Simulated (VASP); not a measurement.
Here is a VASP 6.6.1 calculation.

File INCAR:

```
PREC = Accurate
ENCUT = 520
EDIFF = 1E-6
ISMEAR = 0
SIGMA = 0.1
LREAL = F
LASPH = T
NELM = 100
ALGO = Fast
ISIF = 2
LWAVE = F
LCHARG = F
GGA = PS
NBANDS = 16
```

Contents of KPOINTS:

```
Automatic mesh
0
Gamma
  14 14 14
```

POSCAR

```
Al2Cu
1.0
   -2.0072525626      2.0072525626      2.8614434712
    2.0072525626     -2.0072525626      2.8614434712
    2.0072525626      2.0072525626     -2.8614434712
Al Cu
2 1
Direct
    0.7500000000      0.2500000000      0.5000000000
    0.2500000000      0.7500000000      0.5000000000
    0.5000000000      0.5000000000      0.0000000000
```

Potentials or basis: VASP PAW PBE potentials, release 64 (Al, Cu).

Command:

```console
$ cat potpaw_PBE.64/Al/POTCAR potpaw_PBE.64/Cu/POTCAR > POTCAR
$ mpirun -np 1 vasp_std > vasp.out
```

Task: Predict the pressure.

Result: 2.2 GPa.

Task: Predict the band gap on the k mesh.

Result: None (metal or under the smearing width).

Stress tensor (GPa, compression positive):
```
2.51 0.00 0.00
0.00 2.51 0.00
0.00 0.00 1.72
```

Caveat: the PAW data sets were made with another functional, which shifts forces and pressure a little.
